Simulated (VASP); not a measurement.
# CoO (P3m1) in VASP: notebook

One crystal, CoO, is run at these levels: PBE; tasks: single point.

Program: VASP 6.6.1. These are calculated values, not measurements. Logs are shortened: lines on timing, memory, paths and dates and some standing lists are left out, and cuts for length are marked.

## (1) The structure

Symmetry: P6_3mc, No. 186, hexagonal system. Conventional cell: a = 3.198 Å, b = 3.198 Å, c = 5.229 Å, α = 90.00°, β = 90.00°, γ = 120.00°. Co (site symmetry 3m) has 4 O at 1.93 to 1.97 Å as nearest neighbours. O (site symmetry 3m) has 4 Co at 1.93 to 1.97 Å as nearest neighbours.

Measurements of this composition are mostly on another form, of space group No. 225.

## (2) Single point, PBE, collinear spin, ferromagnetic start

Contents of INCAR:

```
PREC = Accurate
ENCUT = 450
EDIFF = 1E-5
ISMEAR = 0
SIGMA = 0.05
LREAL = F
LASPH = T
NELM = 100
ALGO = Normal
ISIF = 2
LWAVE = F
LCHARG = F
ISPIN = 2
MAGMOM = 2 2 0 0
LORBIT = 11
LMAXMIX = 4
GGA = PE
NBANDS = 27
ADDGRID = F
```

Contents of KPOINTS:

```
Automatic mesh
0
Gamma
  5 5 3
```

Contents of POSCAR:

```
CoO
1.0
    3.1976457435      0.0000000000      0.0000000000
   -1.5988228718      2.7692424462      0.0000000000
    0.0000000000      0.0000000000      5.2287097100
Co O
2 2
Direct
    0.3365030000      0.6381030000      0.5003980000
    0.0481210000      0.0161470000     -0.0014250000
    0.3062570000      0.6452830000      0.8672390000
    0.0541720000      0.0112240000      0.3867870000
```

Potentials or basis: VASP PAW PBE potentials, release 64 (Co, O).

On the command line:

```
> cat potpaw_PBE.64/Co/POTCAR potpaw_PBE.64/O/POTCAR > POTCAR
> mpirun -np 1 vasp_std > vasp.out
```

OUTCAR:

```text
PREC = Accurate
   ENCUT = 450
   EDIFF = 1E-5
   ISMEAR = 0
   LREAL = F
   LASPH = T
   NELM = 100
   ISIF = 2
   ISPIN = 2
   LORBIT = 11
   GGA = PE

 Found     38 irreducible k-points:

 Following reciprocal coordinates:
            Coordinates               Weight
  0.000000  0.000000  0.000000      1.000000
  0.200000  0.000000  0.000000      2.000000
  0.000000  0.200000  0.000000      2.000000
 -0.200000  0.200000  0.000000      2.000000
  0.400000  0.000000  0.000000      2.000000
  0.000000  0.400000  0.000000      2.000000
   k-points           NKPTS =     38   k-points in BZ     NKDIM =     38   number of bands    NBANDS=     27
   number of dos      NEDOS =    301   number of ions     NIONS =      4
   total plane-waves  NPLWV =  20736
   dimension x,y,z NGX =    24 NGY =   24 NGZ =   36
   dimension x,y,z NGXF=    48 NGYF=   48 NGZF=   72
   ions per type =               2   2
   NGX,Y,Z   is equivalent  to a cutoff of  12.48, 12.48, 11.45 a.u.
   NGXF,Y,Z  is equivalent  to a cutoff of  24.96, 24.96, 22.89 a.u.
 SYSTEM =  unknown system
   PREC   = accura    normal or accurate (medium, high low for compatibility)
   ISTART =      0    job   : 0-new  1-cont  2-samecut
   ICHARG =      2    charge: 1-file 2-atom 10-const
   ISPIN  =      2    spin polarized calculation?
   LNONCOLLINEAR =      F non collinear calculations
   LSORBIT =      F    spin-orbit coupling
   LASPH  =      T    aspherical Exc in radial PAW
   ENCUT  =  450.0 eV  33.07 Ry    5.75 a.u.   5.53  5.53  9.04*2*pi/ulx,y,z
   NELM   =    100;   NELMIN=  2; NELMDL= -5     # of ELM steps
   EDIFF  = 0.1E-04   stopping-criterion for ELM
   LREAL  =      F    real-space projection
   EDIFFG = 0.1E-03   stopping-criterion for IOM
   NSW    =      0    number of steps for IOM
   IBRION =     -1    ionic relax: 0-MD 1-quasi-New 2-CG
   NFREE  =      0    steps in history (QN), initial steepest desc. (CG)
   ISIF   =      2    stress and relaxation
   ISYM   =      2    0-nonsym 1-usesym 2-fastsym
   POTIM  = 0.5000    time-step for ionic-motion
   TEBEG  =    0.0;   TEEND  =   0.0 temperature during run
   PSTRESS=    0.0 pullay stress
   NELECT =      30.0000    total number of electrons
   NUPDOWN=      -1.0000    fix difference up-down
   EMIN   =  10.00;   EMAX   =-10.00  energy-range for DOS
   EFERMI =   0.00;   METHOD = LEGACY
   ISMEAR =     0;   SIGMA  =   0.05  broadening in eV -4-tet -1-fermi 0-gaus
   EFERMI_NEDOS =   21; number of points for ismear=-14 and -15
   IALGO  =     38    algorithm
   IMIX   =      4    mixing-type and parameters
     AMIX     =   0.40;   BMIX     =  1.00
     AMIX_MAG =   1.60;   BMIX_MAG =  1.00
  volume/ion in A,a.u.               =      11.58        78.11
  Fermi-wavevector in a.u.,A,eV,Ry     =   1.416620  2.677023 27.304329  2.006812
  Thomas-Fermi vector in A             =   2.537935
   LORBIT       =     11    0 simple, 1 ext, 2 COOP (PROOUT), +10 PAW based schemes
   GGA     = PE    functional components
   LHFCALC =     F    Hartree Fock is set to
   AEXX    =    0.0000 exact exchange contribution
   IVDW    =     0    specifies the selected vdW correction
   LEPSILON=     F    determine dielectric tensor
   LRPA    =     F    only Hartree local field effects (RPA)
 spin polarized calculation
 Gauss-broadening in eV      SIGMA  =   0.05
  energy-cutoff  :      450.00
  volume of cell :       46.30
 maximum number of plane-waves:      1020
 NGX is ok and might be reduce to    24
   NGX = 11   NGY = 11   NGZ = 19

 number of electron      30.0000002 magnetization       5.6800747

 Free energy of the ion-electron system (eV)
  ---------------------------------------------------
  ext. energy  EPLUGINS =         0.00000000
  ---------------------------------------------------
  free energy    TOTEN  =       -26.42231492 eV

  energy without entropy =      -26.41705098  energy(sigma->0) =      -26.41968295

 E-fermi :   5.9457     XC(G=0): -11.1235

 val. band max:        5.9447643363   @ k =  -0.4000  -0.2000   0.3333
 cond. band min:       5.9460870583   @ k =   0.0000  -0.4000   0.3333
 fundamental gap:      0.0013227220
 Fermi energy:         5.9457338640

 spin component 1

 k-point     1 :       0.0000    0.0000    0.0000
  band No.  band energies     occupation
      1     -14.0880      1.00000
      2     -13.4649      1.00000
      3      -1.0924      1.00000
      4      -0.4560      1.00000
      5      -0.2652      1.00000
      6      -0.0828      1.00000
[... 19 lines left out ...]
     26      21.6218      0.00000
     27      22.1521      0.00000
[... 127 lines left out ...]
      5      -0.0451      1.00000
      6       0.4124      1.00000
[... 19 lines left out ...]
     26      20.2862      0.00000
     27      22.4761      0.00000

 [... further k-points ...]

 spin component 2

 k-point     1 :       0.0000    0.0000    0.0000
  band No.  band energies     occupation
      1     -13.5442      1.00000
      2     -12.8884      1.00000
      3      -0.5544      1.00000
      4       0.7087      1.00000
      5       0.9331      1.00000
      6       0.9768      1.00000
[... 19 lines left out ...]
     26      22.0841      0.00000
     27      23.1153      0.00000
[... 127 lines left out ...]
      5       0.6199      1.00000
      6       1.3402      1.00000
[... 19 lines left out ...]
     26      20.9266      0.00000
     27      23.2740      0.00000

 [... further k-points ...]

------------------------ aborting loop because EDIFF is reached ----------------------------------------

  FORCE on cell =-STRESS in cart. coord.  units (eV):
  Direction    XX          YY          ZZ          XY          YZ          ZX
  --------------------------------------------------------------------------------------
  -------------------------------------------------------------------------------------
  Total       -0.8722039      1.8496770      0.3687962     -1.5706535      0.3620143     -0.1516207
  in kB      -30.1816326     64.0059905     12.7617789    -54.3506974     12.5270970     -5.2466647
  external PRESSURE =      15.5287123 kB  Pullay stress =       0.0000000 kB

 VOLUME and BASIS-vectors are now :
 -----------------------------------------------------------------------------
  energy-cutoff  :      450.00
  volume of cell :       46.30
      direct lattice vectors                 reciprocal lattice vectors
     3.197645743  0.000000000  0.000000000     0.312730077  0.180554794  0.000000000
    -1.598822872  2.769242446  0.000000000     0.000000000  0.361109588  0.000000000
     0.000000000  0.000000000  5.228709710     0.000000000  0.000000000  0.191251773

 POSITION                                       TOTAL-FORCE (eV/Angst)
 -----------------------------------------------------------------------------------
      0.05580      1.76706      2.61644         0.482060      0.876655     -0.025840
      0.12806      0.04471      5.22126        -0.621644     -0.315288      0.540848
     -0.05239      1.78695      4.53454         0.670174      0.370297      0.304109
      0.15528      0.03108      2.02240        -0.530589     -0.931665     -0.819117
 -----------------------------------------------------------------------------------
    total drift:                               -0.000547      0.000132     -0.001607

  FREE ENERGIE OF THE ION-ELECTRON SYSTEM (eV)
  ---------------------------------------------------
  free  energy   TOTEN  =       -26.4223149238 eV

  energy  without entropy=      -26.4170509769  energy(sigma->0) =      -26.41968295

 total charge

# of ion       s       p       d       tot
------------------------------------------
    1        0.367   0.476   7.212   8.055
    2        0.344   0.422   7.204   7.971
    3        1.563   3.452   0.000   5.015
    4        1.563   3.448   0.000   5.011
--------------------------------------------------
tot          3.837   7.798  14.416  26.051

 magnetization (x)

# of ion       s       p       d       tot
------------------------------------------
    1        0.020   0.059   2.361   2.440
    2        0.023   0.050   2.350   2.423
    3        0.021   0.293   0.000   0.314
    4        0.021   0.278   0.000   0.299
--------------------------------------------------
tot          0.084   0.680   4.711   5.476
```

stdout:

```text
POSCAR found type information on POSCAR CoO
 POSCAR found :  2 types and       4 ions
 scaLAPACK will be used
 LDA part: xc-table for (Slater+PW92), standard interpolation
 POSCAR, INCAR and KPOINTS ok, starting setup
 FFT: planning ... GRIDC
 FFT: planning ... GRID_SOFT
 FFT: planning ... GRID
 WAVECAR not read
 entering main loop
```

Run time: 32 s. Hardware: 1 thread of Intel Xeon 6975P-C (Granite Rapids), shared host; peak memory 0.2 GiB.

These settings aren't checked as converged: the numbers below hold their error.

What came out:

```
Free energy                                           : -26.4223 eV
Largest force                                         : 1.349 eV/Å
Band gap on the k mesh                                : none (metal or under the smearing width)
Net moment                                            : 5.68 μB per cell
Site moments                                          : Co +2.44, +2.42; O +0.31, +0.30 μB
Valence electrons inside the program's atomic spheres : Co 8.05, 7.97; O 5.01
```

Caveat: the k mesh is coarse (spacing up to 0.45 Å⁻¹), so the values aren't converged; the cutoff is under 1.25 times the usual one of these potentials, so pressure, stress and relaxed cells hold a basis-set (Pulay) error; semilocal functionals often make such compounds metallic where correlation or magnetic order opens a gap, which also shifts bond lengths.

## (3) Single point, PBE, collinear spin, ferromagnetic start

Changes to INCAR since step 2:

```diff
@@ -2,3 +2,3 @@
 ENCUT = 450
-EDIFF = 1E-5
+EDIFF = 1E-6
 ISMEAR = 0
@@ -18,2 +18,2 @@
 NBANDS = 27
-ADDGRID = F
+ADDGRID = T
```

KPOINTS is that of step 2.

Contents of POSCAR:

```
CoO
1.0
    3.1976457435      0.0000000000      0.0000000000
   -1.5988228718      2.7692424462      0.0000000000
    0.0000000000      0.0000000000      5.2287097100
Co O
2 2
Direct
    0.3333333333      0.6666666667      0.5033624100
    0.0000000000      0.0000000000      0.0034741400
    0.3333333333      0.6666666667      0.8715556000
    0.0000000000      0.0000000000      0.3716088500
```

Potentials or basis: VASP PAW PBE potentials, release 64 (Co, O).

On the command line:

```
> cat potpaw_PBE.64/Co/POTCAR potpaw_PBE.64/O/POTCAR > POTCAR
> mpirun -np 1 vasp_std > vasp.out
```

Run time: 22 s. Hardware: 1 thread of Intel Xeon 6975P-C (Granite Rapids), shared host; peak memory 0.23 GiB.

The run converged, but some of its settings lie outside the range that counts as converged, so its numbers aren't taken as properties of the crystal.

Results:

```yaml
Free_energy: -26.6336 eV
Largest_force: 0.295 eV/Å
Band_gap_on_the_k_mesh: none (metal or under the smearing width)
Net_moment: 5.91 μB per cell
Site_moments: Co +2.51; O +0.32 μB
Valence_electrons_inside_the_program's_atomic_spheres: Co 7.97; O 5.01
```

Caveat: the k mesh is coarse (spacing up to 0.45 Å⁻¹), so the values aren't converged; the cutoff is under 1.25 times the usual one of these potentials, so pressure, stress and relaxed cells hold a basis-set (Pulay) error; semilocal functionals often make such compounds metallic where correlation or magnetic order opens a gap, which also shifts bond lengths.

## (4) Single point, PBE, collinear spin, ferromagnetic start

INCAR is that of step 3.

KPOINTS is that of step 3.

Contents of POSCAR:

```
CoO
1.0
    3.1976457435      0.0000000000      0.0000000000
   -1.5988228718      2.7692424462      0.0000000000
    0.0000000000      0.0000000000      5.2287097100
Co O
2 2
Direct
    0.3365030000      0.6381030000      0.5003980000
    0.0481210000      0.0161470000     -0.0014250000
    0.3062570000      0.6452830000      0.8672390000
    0.0541720000      0.0112240000      0.3867870000
```

On the command line:

```
> cat potpaw_PBE.64/Co/POTCAR potpaw_PBE.64/O/POTCAR > POTCAR
> mpirun -np 1 vasp_std > vasp.out
```

It took 42 s on 1 thread of Intel Xeon 6975P-C (Granite Rapids), shared host; peak memory 0.27 GiB.

The run converged, but some of its settings lie outside the range that counts as converged, so its numbers aren't taken as properties of the crystal.

What came out:

- Free energy: -26.4223 eV
- Largest force: 1.350 eV/Å
- Band gap on the k mesh: none (metal or under the smearing width)
- Net moment: 5.68 μB per cell
- Site moments: Co +2.44, +2.42; O +0.31, +0.30 μB
- Valence electrons inside the program's atomic spheres: Co 8.05, 7.97; O 5.01

Caveat: the k mesh is coarse (spacing up to 0.45 Å⁻¹), so the values aren't converged; the cutoff is under 1.25 times the usual one of these potentials, so pressure, stress and relaxed cells hold a basis-set (Pulay) error; semilocal functionals often make such compounds metallic where correlation or magnetic order opens a gap, which also shifts bond lengths.
